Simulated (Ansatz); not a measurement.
# Zn (Im-3m) in Ansatz: notebook

One crystal, Zn, is run at these levels: PBE; tasks: single point.

All numbers are computed with Ansatz 0.2.0; they aren't measurements. Logs are shortened: lines on timing, memory, paths and dates and some standing lists are left out, and cuts for length are marked.

## Step 1: The crystal as given

Symmetry: Im-3m, No. 229, cubic system. Conventional cell: a = 3.138 Å, b = 3.138 Å, c = 3.138 Å, α = 90.00°, β = 90.00°, γ = 90.00°. Zn (site symmetry m-3m) has 8 Zn at 2.72 Å as nearest neighbours.

This isn't the form of Zn at room conditions, which is hcp.

## Step 2: Single point, PBE

The input, input.yaml:

```yaml
crystal:
  lattice:
    - [-1.569037, 1.569037, 1.569037]
    - [1.569037, -1.569037, 1.569037]
    - [1.569037, 1.569037, -1.569037]
  atoms:
    - { symbol: Zn, position: [0.0, 0.0, 0.0] }
hamiltonian:
  xc: pbe
  pseudopotentials: { kind: paw }
kpoints:
  mp_grid: { grid: [12, 12, 12] }
scf:
  occupations: { method: gaussian, width: 0.014 }
output:
  forces: true
  stress: true
  eigenvalues: true
  write_density: true
  write_potential: true
  elf: true
  volumetric_format: npy
```

Potentials or basis: Ansatz PAW.

Run with:

```console
$ ansatz run input.yaml --threads 2 --pin off --max-ram 5632MiB --backend cpu --events-out ev --progress --plain --runs-dir out
```

The log of the run:

```text
Warning: RAYON_NUM_THREADS=2 ignored (pool sized by the plan → 2); use --threads N
Engine: ansatz 0.2.0, aarch64-unknown-linux-gnu
Pseudopotentials: kind: paw
Pseudopotential: Zn, paw, valence charge 12, recommended cutoff 420 eV (normal), Zn.paw.azcp
Functional definition: PBE
  parameter kappa = 0.804
  parameter beta = 0.06672455060314922
  exchange = pbe_x(kappa = kappa, mu = beta*pi^2/3)
  correlation = pbe_c(beta = beta)
Crystal: 1 atoms, lattice volume = 15.451 Å³
Basis set: ecut = 420 eV, 321 PW (Γ), exchange–correlation on 40×40×40 points (8 copies of the dense FFT grid, shifted against one another)
Bands: 10, of which v1, the nominal top of the filled ones, is band 6 counted from 1 (5 counted from 0)
Symmetry: 48 space group operations
Space group: Im-3m (ITA 229), of the structure as read, at distance tolerance 2.5e-5 Å
k-points: 72 of 1728
Non-local potential: Zn, projectors of the file, l = 0: 2, l = 1: 2, l = 2: 3, l = 3: 1
PAW form: soft (Blöchl's): semilocal exchange-correlation on the pseudo side does not see the compensation charge
PAW one-centre angular grid: Zn, 590 points (default); XC on 64 Gauss nodes
Initial density: superposition of atomic densities (neutral atoms: chi_scale 0, normalization atom), corrected by the library's trained network
Initial wavefunctions: pseudopotential atomic-orbital guess
Functional: x = pbe(κ = 0.804, μ = 0.2195149727645171), c = pbe(β = 0.06672455060314922)
SCF iter   1: F=—  HF=-3318.937879 eV  |F-HF|=—  |Δ(HF+E_count)|=         —  Δρ=3.34e-3  dr2=1.07e-3  ethr=1.77e-3  ⟨swp⟩=5.4  Hψ=4724  notcnv=0
preconditioner: auto → none  [insulator: Δε(μ)=0.101 eV  Ē_g=17.162 eV  σ=0.014 eV  W_gap=0.65  n_scr=0 (ndim 8)  ℏωp=32.7 eV  f_vac=0.000  D(μ)=2.09/eV (n_scr^D=42)  ε∞_Penn≈4.6]
SCF iter   2: F=—  HF=-3318.937803 eV  |F-HF|=—  |Δ(HF+E_count)|=   7.56e-5  Δρ=2.74e-3  dr2=5.93e-4  ethr=8.93e-6  ⟨swp⟩=2.0  Hψ=2004  notcnv=0  defer=10
SCF iter   3: F=—  HF=-3318.937480 eV  |F-HF|=—  |Δ(HF+E_count)|=   3.23e-4  Δρ=4.63e-4  dr2=1.05e-5  ethr=4.94e-6  ⟨swp⟩=2.0  Hψ=1396  notcnv=0  defer=10
SCF iter   4: F=—  HF=-3318.937479 eV  |F-HF|=—  |Δ(HF+E_count)|=   1.12e-6  Δρ=1.52e-4  dr2=2.27e-6  ethr=8.72e-8  ⟨swp⟩=2.1  Hψ=1152  notcnv=0  defer=10
SCF iter   5: F=—  HF=-3318.937479 eV  |F-HF|=—  |Δ(HF+E_count)|=   6.60e-7  Δρ=4.98e-5  dr2=1.77e-7  ethr=1.89e-8  ⟨swp⟩=2.0  Hψ=1135  notcnv=0  defer=10
SCF iter   6: F=-3318.937479 eV  HF=-3318.937479 eV  |F-HF|=9.06e-8  |Δ(HF+E_count)|=   2.01e-9  Δρ=3.19e-5  dr2=8.34e-8  ethr=8.33e-10  ⟨swp⟩=7.0  Hψ=3654  notcnv=0
SCF 1 converged in 6 iterations: F = -3318.937479 eV  dr2 = 8.34e-8
SCF converged after 6 iterations
Free energy (F): -3318.937479 eV
Harris-Foulkes:  -3318.937479 eV  (|F-HF|=9.06e-8)
Internal energy: -3318.937275 eV  (E = F + TS)
E sigma→0 (E₀):  -3318.937377 eV
Entropy (-TS):   -0.000205 eV (-0.205 meV/atom)
Fermi energy:    10.841940 eV
--- Per-component energies (eV) ---
  E_band       = 47.071766
  E_kinetic    = 130.810278
  E_local      = -1541.370699  (includes V_loc(G=0)·N_el)
  E_nonlocal   = 610.981472
  E_hartree    = 645.671067
  E_xc         = -137.522531
  E_vxc        = -52.346901  (∫ρ·V_xc dr)
  E_paw        = -1825.156217  (= ΣΔE_a)
  E_vpaw       = -392.359125  (= ΣTr[D̂ρ^β])
  E_aug_tail   = -0.000303  (compensation charges beyond the density's cutoff)
  E_ewald      = -1202.350342
  E_smearing   = -0.000205  (= −TS)
  E_closure    = -0.000000  (closes the sum)
  Σ components = -3318.937479   (vs F -3318.937479, Δ=0.00e0)
--- Forces (eV/Å), atoms counted from 1 ---
  atom   1  Zn     0.00000000    -0.00000000    -0.00000000
  max |Σ_I F_I| component: 5.14e-32 eV/Å
--- Stress (GPa, compression-positive) ---
       -0.222845       0.000000       0.000000
       -0.000000      -0.222845      -0.000000
        0.000000       0.000000      -0.222845
  P = ⅓ Tr σ = -0.2228 GPa (-2.228 kbar)
--- Band table (eV; the first three rows and the last of 72) ---
  k-point 0: bands = ["0.5610", "3.1677", "3.1677", "3.1677", "3.6660", "3.6660", "29.8409", "29.8409", "29.8409", "31.2530"]
  k-point 1: bands = ["0.7793", "3.1474", "3.1726", "3.2186", "3.6472", "3.6672", "27.0218", "28.4080", "28.8707", "29.9852"]
  k-point 2: bands = ["1.4065", "3.0921", "3.2010", "3.3608", "3.6114", "3.6713", "22.8598", "26.3831", "27.1055", "28.5411"]
  k-point 71: bands = ["2.6186", "2.6186", "3.9194", "3.9194", "3.9194", "15.0570", "15.0570", "15.0570", "18.3375", "19.4078"]
```

It took 0.58 s on 2 threads of Arm Neoverse V2, shared host; peak memory 0.26 GiB.

Results:

```yaml
Free_energy: -3318.9375 eV
Pressure: -0.2 GPa
Band_gap_on_the_k_mesh: none (metal or under the smearing width)
```

## Step 3: Single point, PBE

Edit input.yaml of step 2 so:

```diff
@@ -13,3 +13,3 @@
 scf:
-  occupations: { method: gaussian, width: 0.014 }
+  occupations: { method: gaussian, width: 0.015 }
 output:
```

Potentials or basis: Ansatz PAW.

Run with:

```console
$ ansatz run input.yaml --threads 2 --pin off --max-ram 5632MiB --backend cpu --events-out ev --progress --plain --runs-dir out
```

The log of the run:

```text
Warning: RAYON_NUM_THREADS=2 ignored (pool sized by the plan → 2); use --threads N
[... 8 set-up lines as earlier in the session ...]
Crystal: 1 atoms, lattice volume = 15.451 Å³
Basis set: ecut = 420 eV, 321 PW (Γ), exchange–correlation on 40×40×40 points (8 copies of the dense FFT grid, shifted against one another)
Bands: 10, of which v1, the nominal top of the filled ones, is band 6 counted from 1 (5 counted from 0)
[... 2 set-up lines as earlier in the session ...]
k-points: 72 of 1728
[... 6 set-up lines as earlier in the session ...]
SCF iter   1: F=—  HF=-3318.937893 eV  |F-HF|=—  |Δ(HF+E_count)|=         —  Δρ=3.34e-3  dr2=1.07e-3  ethr=1.77e-3  ⟨swp⟩=5.4  Hψ=4724  notcnv=0
preconditioner: auto → none  [insulator: Δε(μ)=0.101 eV  Ē_g=17.162 eV  σ=0.015 eV  W_gap=0.65  n_scr=0 (ndim 8)  ℏωp=32.7 eV  f_vac=0.000  D(μ)=1.95/eV (n_scr^D=18)  ε∞_Penn≈4.6]
SCF iter   2: F=—  HF=-3318.937818 eV  |F-HF|=—  |Δ(HF+E_count)|=   7.56e-5  Δρ=2.74e-3  dr2=5.93e-4  ethr=8.93e-6  ⟨swp⟩=2.0  Hψ=2004  notcnv=0  defer=10
SCF iter   3: F=—  HF=-3318.937494 eV  |F-HF|=—  |Δ(HF+E_count)|=   3.23e-4  Δρ=4.63e-4  dr2=1.05e-5  ethr=4.94e-6  ⟨swp⟩=2.0  Hψ=1395  notcnv=0  defer=10
SCF iter   4: F=—  HF=-3318.937493 eV  |F-HF|=—  |Δ(HF+E_count)|=   1.12e-6  Δρ=1.52e-4  dr2=2.27e-6  ethr=8.72e-8  ⟨swp⟩=2.1  Hψ=1152  notcnv=0  defer=10
SCF iter   5: F=—  HF=-3318.937494 eV  |F-HF|=—  |Δ(HF+E_count)|=   6.60e-7  Δρ=4.98e-5  dr2=1.77e-7  ethr=1.89e-8  ⟨swp⟩=2.0  Hψ=1135  notcnv=0  defer=10
SCF iter   6: F=-3318.937494 eV  HF=-3318.937494 eV  |F-HF|=9.06e-8  |Δ(HF+E_count)|=   2.04e-9  Δρ=3.19e-5  dr2=8.33e-8  ethr=8.33e-10  ⟨swp⟩=6.9  Hψ=3639  notcnv=0
SCF 1 converged in 6 iterations: F = -3318.937494 eV  dr2 = 8.33e-8
SCF converged after 6 iterations
Free energy (F): -3318.937494 eV
Harris-Foulkes:  -3318.937494 eV  (|F-HF|=9.06e-8)
Internal energy: -3318.937275 eV  (E = F + TS)
E sigma→0 (E₀):  -3318.937384 eV
Entropy (-TS):   -0.000219 eV (-0.219 meV/atom)
Fermi energy:    10.842204 eV
--- Per-component energies (eV) ---
  E_band       = 47.071765
  E_kinetic    = 130.810278
  E_local      = -1541.370700  (includes V_loc(G=0)·N_el)
  E_nonlocal   = 610.981472
  E_hartree    = 645.671067
  E_xc         = -137.522531
  E_vxc        = -52.346901  (∫ρ·V_xc dr)
  E_paw        = -1825.156217  (= ΣΔE_a)
  E_vpaw       = -392.359126  (= ΣTr[D̂ρ^β])
  E_aug_tail   = -0.000303  (compensation charges beyond the density's cutoff)
  E_ewald      = -1202.350342
  E_smearing   = -0.000219  (= −TS)
  E_closure    = 0.000000  (closes the sum)
  Σ components = -3318.937494   (vs F -3318.937494, Δ=0.00e0)
--- Forces (eV/Å), atoms counted from 1 ---
  atom   1  Zn    -0.00000000    -0.00000000    -0.00000000
  max |Σ_I F_I| component: 2.16e-32 eV/Å
--- Stress (GPa, compression-positive) ---
       -0.222845      -0.000000      -0.000000
       -0.000000      -0.222845      -0.000000
        0.000000      -0.000000      -0.222845
  P = ⅓ Tr σ = -0.2228 GPa (-2.228 kbar)
--- Band table (eV; the first three rows and the last of 72) ---
  k-point 0: bands = ["0.5610", "3.1677", "3.1677", "3.1677", "3.6660", "3.6660", "29.8409", "29.8409", "29.8409", "31.2530"]
  k-point 1: bands = ["0.7793", "3.1474", "3.1726", "3.2186", "3.6472", "3.6672", "27.0218", "28.4080", "28.8707", "29.9852"]
  k-point 2: bands = ["1.4065", "3.0921", "3.2010", "3.3608", "3.6114", "3.6713", "22.8598", "26.3831", "27.1055", "28.5411"]
  k-point 71: bands = ["2.6186", "2.6186", "3.9194", "3.9194", "3.9194", "15.0570", "15.0570", "15.0570", "18.3375", "19.4078"]
```

rho_z.tsv:

```text
# z_ang	rho[e/angstrom^3]
# format = ansatz-planar-average/11
# lattice	-1.569037000	1.569037000	1.569037000
# lattice	1.569037000	-1.569037000	1.569037000
# lattice	1.569037000	1.569037000	-1.569037000
# sites	1
# site	30	0.000000000	0.000000000	0.000000000
0.000000	2.307526e0
0.135883	2.069926e0
0.271765	1.524131e0
0.407648	9.814950e-1
0.543530	6.126096e-1
0.679413	4.086770e-1
[... 12 lines left out ...]
2.445887	1.524131e0
2.581769	2.069926e0
```

v_z.tsv:

```text
# z_ang	v_es[eV]	v_tot[eV]
# format = ansatz-planar-average/11
# xc	pbe
# density_cutoff_ev	1680
# datasets	Zn=:simpson_from_first_knot:soft
# lattice	-1.569037000	1.569037000	1.569037000
# lattice	1.569037000	-1.569037000	1.569037000
# lattice	1.569037000	1.569037000	-1.569037000
# sites	1
# site	30	0.000000000	0.000000000	0.000000000
0.000000	-1.883643e0	-1.557562e1
0.135883	-1.589182e0	-1.515455e1
0.271765	-7.265472e-1	-1.391853e1
0.407648	6.275370e-1	-1.196542e1
0.543530	2.343329e0	-9.475184e0
0.679413	4.275287e0	-6.694581e0
[... 12 lines left out ...]
2.445887	-7.265472e-1	-1.391853e1
2.581769	-1.589182e0	-1.515455e1
```

Run time: 0.58 s. Hardware: 2 threads of Arm Neoverse V2, shared host; peak memory 0.26 GiB.

Results:

```yaml
Free_energy: -3318.9375 eV
Pressure: -0.2 GPa
Band_gap_on_the_k_mesh: none (metal or under the smearing width)
```

## Step 4: Single point, PBE

Edit input.yaml of step 3 so:

```diff
@@ -13,3 +13,3 @@
 scf:
-  occupations: { method: gaussian, width: 0.015 }
+  occupations: { method: gaussian, width: 0.016 }
 output:
@@ -18,5 +18 @@
   eigenvalues: true
-  write_density: true
-  write_potential: true
-  elf: true
-  volumetric_format: npy
```

Run with:

```console
$ ansatz run input.yaml --threads 2 --pin off --max-ram 5632MiB --backend cpu --events-out ev --progress --plain --runs-dir out
```

It took 0.44 s on 2 threads of Arm Neoverse V2, shared host; peak memory 0.26 GiB.

Results (log left out):

* Free energy: -3318.9375 eV
* Pressure: -0.2 GPa
* Band gap on the k mesh: none (metal or under the smearing width)

Levels at points of the mesh, in eV from the Fermi level:
```tsv
k point	band 4	band 5	band 6	band 7	band 8	band 9
(0.00, 0.00, 0.00)	-7.67	-7.18	-7.18	19.00	19.00	19.00
(0.00, 0.00, -0.50)	-7.14	-6.84	-2.59	-0.93	11.28	12.61
(-0.50, -0.50, -0.50)	-6.92	-6.92	4.21	4.21	4.21	7.50
```

## Step 5: Single point, PBE

Edit input.yaml of step 4 so:

```diff
@@ -13,3 +13,3 @@
 scf:
-  occupations: { method: gaussian, width: 0.016 }
+  occupations: { method: gaussian, width: 0.017 }
 output:
```

Potentials or basis: Ansatz PAW.

Run with:

```console
$ ansatz run input.yaml --threads 2 --pin off --max-ram 5632MiB --backend cpu --events-out ev --progress --plain --runs-dir out
```

The log of the run:

```text
Warning: RAYON_NUM_THREADS=2 ignored (pool sized by the plan → 2); use --threads N
[... 8 set-up lines as earlier in the session ...]
Crystal: 1 atoms, lattice volume = 15.451 Å³
Basis set: ecut = 420 eV, 321 PW (Γ), exchange–correlation on 40×40×40 points (8 copies of the dense FFT grid, shifted against one another)
Bands: 10, of which v1, the nominal top of the filled ones, is band 6 counted from 1 (5 counted from 0)
[... 2 set-up lines as earlier in the session ...]
k-points: 72 of 1728
[... 6 set-up lines as earlier in the session ...]
SCF iter   1: F=—  HF=-3318.937922 eV  |F-HF|=—  |Δ(HF+E_count)|=         —  Δρ=3.34e-3  dr2=1.07e-3  ethr=1.77e-3  ⟨swp⟩=5.4  Hψ=4724  notcnv=0
preconditioner: auto → none  [insulator: Δε(μ)=0.101 eV  Ē_g=17.162 eV  σ=0.017 eV  W_gap=0.65  n_scr=0 (ndim 8)  ℏωp=32.7 eV  f_vac=0.000  D(μ)=1.72/eV (n_scr^D=18)  ε∞_Penn≈4.6]
SCF iter   2: F=—  HF=-3318.937847 eV  |F-HF|=—  |Δ(HF+E_count)|=   7.56e-5  Δρ=2.74e-3  dr2=5.93e-4  ethr=8.93e-6  ⟨swp⟩=2.0  Hψ=2004  notcnv=0  defer=10
SCF iter   3: F=—  HF=-3318.937524 eV  |F-HF|=—  |Δ(HF+E_count)|=   3.23e-4  Δρ=4.63e-4  dr2=1.05e-5  ethr=4.94e-6  ⟨swp⟩=2.0  Hψ=1395  notcnv=0  defer=10
SCF iter   4: F=—  HF=-3318.937522 eV  |F-HF|=—  |Δ(HF+E_count)|=   1.11e-6  Δρ=1.52e-4  dr2=2.27e-6  ethr=8.72e-8  ⟨swp⟩=2.1  Hψ=1152  notcnv=0  defer=10
SCF iter   5: F=—  HF=-3318.937523 eV  |F-HF|=—  |Δ(HF+E_count)|=   6.60e-7  Δρ=4.98e-5  dr2=1.77e-7  ethr=1.89e-8  ⟨swp⟩=2.0  Hψ=1135  notcnv=0  defer=10
SCF iter   6: F=-3318.937523 eV  HF=-3318.937523 eV  |F-HF|=9.06e-8  |Δ(HF+E_count)|=   2.03e-9  Δρ=3.19e-5  dr2=8.34e-8  ethr=8.33e-10  ⟨swp⟩=4.4  Hψ=2535  notcnv=0
SCF 1 converged in 6 iterations: F = -3318.937523 eV  dr2 = 8.34e-8
SCF converged after 6 iterations
Free energy (F): -3318.937523 eV
Harris-Foulkes:  -3318.937523 eV  (|F-HF|=9.06e-8)
Internal energy: -3318.937275 eV  (E = F + TS)
E sigma→0 (E₀):  -3318.937399 eV
Entropy (-TS):   -0.000248 eV (-0.248 meV/atom)
Fermi energy:    10.842733 eV
--- Per-component energies (eV) ---
  E_band       = 47.071766
  E_kinetic    = 130.810278
  E_local      = -1541.370698  (includes V_loc(G=0)·N_el)
  E_nonlocal   = 610.981472
  E_hartree    = 645.671066
  E_xc         = -137.522531
  E_vxc        = -52.346901  (∫ρ·V_xc dr)
  E_paw        = -1825.156217  (= ΣΔE_a)
  E_vpaw       = -392.359126  (= ΣTr[D̂ρ^β])
  E_aug_tail   = -0.000303  (compensation charges beyond the density's cutoff)
  E_ewald      = -1202.350342
  E_smearing   = -0.000248  (= −TS)
  E_closure    = 0.000000  (closes the sum)
  Σ components = -3318.937523   (vs F -3318.937523, Δ=0.00e0)
--- Forces (eV/Å), atoms counted from 1 ---
  atom   1  Zn    -0.00000000     0.00000000     0.00000000
  max |Σ_I F_I| component: 5.96e-32 eV/Å
--- Stress (GPa, compression-positive) ---
       -0.222847      -0.000000      -0.000000
       -0.000000      -0.222847       0.000000
       -0.000000      -0.000000      -0.222847
  P = ⅓ Tr σ = -0.2228 GPa (-2.228 kbar)
--- Band table (eV; the first three rows and the last of 72) ---
  k-point 0: bands = ["0.5610", "3.1677", "3.1677", "3.1677", "3.6660", "3.6660", "29.8409", "29.8409", "29.8409", "31.2530"]
  k-point 1: bands = ["0.7793", "3.1474", "3.1726", "3.2186", "3.6472", "3.6672", "27.0218", "28.4080", "28.8707", "29.9852"]
  k-point 2: bands = ["1.4065", "3.0921", "3.2010", "3.3608", "3.6114", "3.6713", "22.8598", "26.3831", "27.1055", "28.5411"]
  k-point 71: bands = ["2.6186", "2.6186", "3.9194", "3.9194", "3.9194", "15.0570", "15.0570", "15.0570", "18.3375", "19.4078"]
```

It took 0.43 s on 2 threads of Arm Neoverse V2, shared host; peak memory 0.26 GiB.

Results:

```
Free energy            : -3318.9375 eV
Pressure               : -0.2 GPa
Band gap on the k mesh : none (metal or under the smearing width)
```

## Step 6: Overview

```csv
smearing,gap on the mesh (eV),pressure (GPa)
gaussian 0.014 eV,none,-0.2
gaussian 0.015 eV,none,-0.2
gaussian 0.016 eV,none,-0.2
gaussian 0.017 eV,none,-0.2
```

Alike in all rows: task single point; level PBE; potentials or basis Ansatz PAW; no spin polarisation; cell as given; k mesh 12 × 12 × 12; cutoff (eV) 420.

Every run on the cell as given and a fine mesh finds a metal.

Absolute energies hang on the potentials; compare differences alone.
